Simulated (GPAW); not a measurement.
# Sc (P6_3/mmc) in GPAW: single point with r2SCAN

Aim: the single point of Sc with r2SCAN.

All numbers are computed with GPAW 26.7.0; they aren't measurements. Logs are shortened: lines on timing, memory, paths and dates and some standing lists are left out, and cuts for length are marked. The log counts tension as positive stress, the text compression.

## (1) The cell of the first run

It takes space group P6_3/mmc (No. 194, hexagonal). The conventional cell has a = 3.264 Å, b = 3.264 Å, c = 5.202 Å, α = 90.00°, β = 90.00°, γ = 120.00°. Sc (site symmetry -6m2) is surrounded by 12 Sc at 3.21 to 3.26 Å.

## (2) Single point, r2SCAN (volume scaled by 0.96)

Input file run.py:

```python
from ase.dft.bandgap import bandgap
from ase.io import write
from ase.spacegroup import crystal
from ase.units import GPa
from gpaw import GPAW, PW

# Sc 2c
atoms = crystal(['Sc'],
                basis=[[0.6666666667, 0.3333333333, 0.75]],
                spacegroup=194, setting=1,  # P6_3/mmc
                cellpar=[3.2642783, 3.2642783, 5.20203045, 90.0, 90.0, 120.0],
                primitive_cell=True)

calc = GPAW(mode=PW(450),
            xc='MGGA_X_R2SCAN+MGGA_C_R2SCAN',
            kpts={'size': (8, 8, 4), 'gamma': True},
            occupations={'name': 'fermi-dirac', 'width': 0.05},
            nbands=23,
            maxiter=120,
            txt='gpaw.txt')
atoms.calc = calc
energy = atoms.get_potential_energy()
forces = atoms.get_forces()
stress = atoms.get_stress()
calc.write('gs.gpw')
write('result.traj', atoms)
print(f'Energy: {energy:.6f} eV')
print('Forces (eV/A):')
print(forces.round(4))
print('Stress (GPa):', (stress / GPa).round(3))
print('Fermi level:', round(calc.get_fermi_level(), 4), 'eV')
print(f'Gap: {bandgap(calc)[0]:.4f} eV, direct: {bandgap(calc, direct=True)[0]:.4f} eV')
```

Potentials or basis: GPAW PAW data sets (gpaw-data 1.2.1), pw.

Run with:

```
OMP_NUM_THREADS=1 python run.py
```

gpaw.txt:

```text
__  _  _
 | _ |_)|_||  |
 |__||  | ||/\| - 26.7.0

Input parameters:
  mode=PW(ecut=450.00000000000006),
  kpts=MonkhorstPack(size=(8, 8, 4), gamma=True),
  maxiter=120,
  nbands=23,
  occupations=Occupations(name='fermi-dirac', width=0.05),
  xc=XC(name='MGGA_X_R2SCAN+MGGA_C_R2SCAN')

Diagonalizing LCAO Hamiltonian
Converting LCAO to pw mode

           Sc

        Sc

Atoms  # Å, Bohr magnetons
|   | symbol |         x |        y |        z |    initial magnetic moments |
|---|--------|-----------|----------|----------|-----------------------------|
| 0 |     Sc |  1.632139 | 0.942316 | 3.901523 | ( 0.0000,  0.0000,  0.0000) |
| 1 |     Sc | -0.000000 | 1.884632 | 1.300508 | ( 0.0000,  0.0000,  0.0000) |

Unit cell  # Å
| periodic |         x |        y |        z |  lengths |     angles |
|----------|-----------|----------|----------|----------|------------|
|      yes |  3.264278 | 0.000000 | 0.000000 | 3.264278 |  90.000000 |
|      yes | -1.632139 | 2.826948 | 0.000000 | 3.264278 |  90.000000 |
|      yes |  0.000000 | 0.000000 | 5.202030 | 5.202030 | 120.000000 |

Number of symmetries: 12
Symmetry operations  # r_c * U_cc + t_c -> r_c
|    | kind |            matrix            |
|----|------|------------------------------|
|  0 |  σ   |  1, 1, 0,  0,-1, 0,  0, 0, 1 |
|  1 |  S6  |  1, 1, 0, -1, 0, 0,  0, 0,-1 |
|  2 |  E   |  1, 0, 0,  0, 1, 0,  0, 0, 1 |
|  3 |  C2  |  1, 0, 0, -1,-1, 0,  0, 0,-1 |
|  4 |  C2  |  0, 1, 0,  1, 0, 0,  0, 0,-1 |
|  5 |  C3  |  0, 1, 0, -1,-1, 0,  0, 0, 1 |
|  6 |  S6  |  0,-1, 0,  1, 1, 0,  0, 0,-1 |
|  7 |  σ   |  0,-1, 0, -1, 0, 0,  0, 0, 1 |
|  8 |  σ   | -1, 0, 0,  1, 1, 0,  0, 0, 1 |
|  9 |  i   | -1, 0, 0,  0,-1, 0,  0, 0,-1 |
| 10 |  C3  | -1,-1, 0,  1, 0, 0,  0, 0, 1 |
| 11 |  C2  | -1,-1, 0,  0, 1, 0,  0, 0,-1 |

BZ-sampling:
  Number of BZ points: 256
  Number of IBZ points: 35

  Monkhorst-Pack size: [8, 8, 4]
  Monkhorst-Pack shift: [0.0625, 0.0625, 0.125]

K-points  # in reciprocal-cell coordinates
|     |                                coordinates |     weight |
|-----|--------------------------------------------|------------|
|   0 | (  0.00000000,   0.00000000,   0.00000000) | 0.00390625 |
|   1 | (  0.00000000,   0.00000000,   0.25000000) | 0.00781250 |
|   2 | (  0.00000000,   0.00000000,   0.50000000) | 0.00390625 |
|   3 | (  0.12500000,   0.00000000,  -0.25000000) | 0.02343750 |
|   4 | (  0.12500000,   0.00000000,   0.00000000) | 0.02343750 |
|   5 | (  0.12500000,   0.00000000,   0.25000000) | 0.02343750 |
|   6 | (  0.12500000,   0.00000000,   0.50000000) | 0.02343750 |
|   7 | (  0.25000000,  -0.12500000,   0.00000000) | 0.02343750 |
|   8 | (  0.25000000,  -0.12500000,   0.25000000) | 0.04687500 |
|   9 | (  0.25000000,  -0.12500000,   0.50000000) | 0.02343750 |
| ... |                                            |            |
|  34 | (  0.50000000,   0.50000000,   0.50000000) | 0.01171875 |

Plane wave coefficients: 1085
Cutoff: 450.00000000000006 eV

Spin-components: 1 (collinear spins)
Bands:           23
Projectors:      12
Spin-degeneracy: 2
Datatype:        complex128

Parallelization:
  kpt:    1
  domain: 1
  band:   1

Density:
  Valence electrons: 22.0
  Components: 1
  Grid points: [16 16 27]
  Charge: 0.0  # |e|

Potential:
  Grid points: [16 16 27]

species:
  Sc:
    name:    Scandium
    Z:       21.0
    valence: 11
    core:    10
    charge:  0.0  # [|e|]
    compensation charges:
      type: gauss
      rc: 0.39  # [Å]
      lmax: 2
    cutoffs:
      filter: 2.14  # [Å]
      core: 1.08  # [Å]
    projectors
    | kind |    occ | energy [eV] | rcut [Å] |
    |------|--------|-------------|----------|
    |   3s |  2.000 |     -55.031 |    1.228 |
    |   4s |  2.000 |      -4.183 |    1.228 |
    |   3p |  6.000 |     -33.625 |    1.281 |
    |   4p |  0.000 |      -1.467 |    1.281 |
    |   3d |  1.000 |      -3.233 |    1.196 |
    |    d |        |      23.979 |    1.196 |

    Using partial waves for Sc as LCAO basis

Reference energy: -41577.766241  # eV

eigensolver:
  PPCG
  Converge bands: occupied
  niter=2

density mixing:
  MSR1-Mixer
  Pratt-step length: 0.05
  Maximum mixing coefficient: 0.75
  Old densities: 10
  SVD Regularization: 0.005
  Good broyden scale: 1.0
  Trust region scale: 1.0
  Backstep threshold: 4.0
  History deletion threshold: 6.0
  Fourier metric: weight=20.0, sigma=0.015

occupation numbers:
  Fermi-Dirac:
    width: 0.0500  # eV

poisson solver:
  ecut: 3600.0000000000005  # eV

xc functional:
  name: MGGA_X_R2SCAN+MGGA_C_R2SCAN with 2 nearest neighbor stencil

convergence criteria:
- Maximum [total energy] change in last 3 cyles: 0.0005 eV / valence electron
- Maximum integral of absolute [dens]ity change: 0.0001 electrons / valence electron
- Maximum integral of absolute [eigenst]ate change: 4e-08 eV^2 / valence electron
maximum number of iterations: 120

SCF iterations
|iter     | |      energy | eigst |  dens |
|---------|-|-------------|-------|-------|
|iter:   1| |  -24.175115 | +0.30 |       |
|iter:   2| |  -18.994454 | -0.82 | -1.36 |
|iter:   3| |  -18.833550 | -0.91 | -1.34 |
|iter:   4| |  -18.836601 | -1.99 | -2.11 |
|iter:   5| |  -18.837582c| -3.08 | -2.34 |
|iter:   6| |  -18.837696c| -3.97 | -3.22 |
|iter:   7| |  -18.837743c| -4.71 | -3.40 |
|iter:   8| |  -18.837744c| -5.84 | -3.83 |
|iter:   9| |  -18.837743c| -6.97 | -4.14c|
|iter:  10| |  -18.837742c| -7.87c| -4.85c|

Converged in 10 steps
Energy contributions relative to reference atoms: (reference = -41577.766241)

Energy contributions:
  Kinetic:          -4.432111
  Coulomb:           4.512324
  Zero:              0.384841
  External:          0.000000
  Xc:              -19.289903
  Entropy:          -0.025787
  Spinorbit:         0.000000
  ----------------------------
  Free energy:     -18.850636
  Extrapolated:    -18.837742

dipole moment: (0.000000, 0.000000, 0.000001)  # |e|*Ang

Fermi level: 5.909
Eigenvalues  # (at kpt = [0.000, 0.000, 0.000])
| band index |      eig [eV] | occ [0-2] |
|------------|---------------|-----------|
|          0 |       -45.572 |     2.000 |
|        ... |               |           |
|          2 |       -23.434 |     2.000 |
|          3 |       -23.047 |     2.000 |
|          4 |       -23.047 |     2.000 |
|          5 |       -22.982 |     2.000 |
|          6 |       -22.982 |     2.000 |
|          7 |       -22.962 |     2.000 |
|          8 |         0.361 |     2.000 |
|          9 |         4.142 |     2.000 |
|         10 |         6.241 |     0.003 |
|         11 |         7.764 |     0.000 |
|         12 |         7.764 |     0.000 |
|         13 |         7.906 |     0.000 |
|         14 |         8.232 |     0.000 |
|         15 |         8.232 |     0.000 |
|         16 |         8.653 |     0.000 |
|         17 |         8.653 |     0.000 |
|        ... |               |           |
|         22 |        20.867 |     0.000 |

No gap
No difference between direct/indirect transitions

Forces  # eV/Ang
|        x |       y |        z |
|----------|---------|----------|
| -0.00000 | 0.00000 | -0.00023 |  # Sc   0
|  0.00000 | 0.00000 |  0.00023 |  # Sc   1

Stress tensor  # eV/Ang^3
|         x |         y |         z |
|-----------|-----------|-----------|
| -0.018920 |  0.000000 |  0.000000 |
|  0.000000 | -0.018920 |  0.000000 |
|  0.000000 |  0.000000 | -0.004077 |

# Writing to gs.gpw (mode='')
```

It took 41 s on 1 thread of AMD EPYC 7R43 (Zen 3), shared host; peak memory 0.22 GiB.

What came out:

| Property | Result |
| --- | --- |
| Free energy | -18.8506 eV |
| Pressure | 2.2 GPa |
| Band gap on the k mesh | none (metal or under the smearing width) |

Caveat: the cutoff is short for stress and forces, so pressures can be off by a GPa or more; the PAW data sets were made with another functional, which shifts forces and pressure a little.
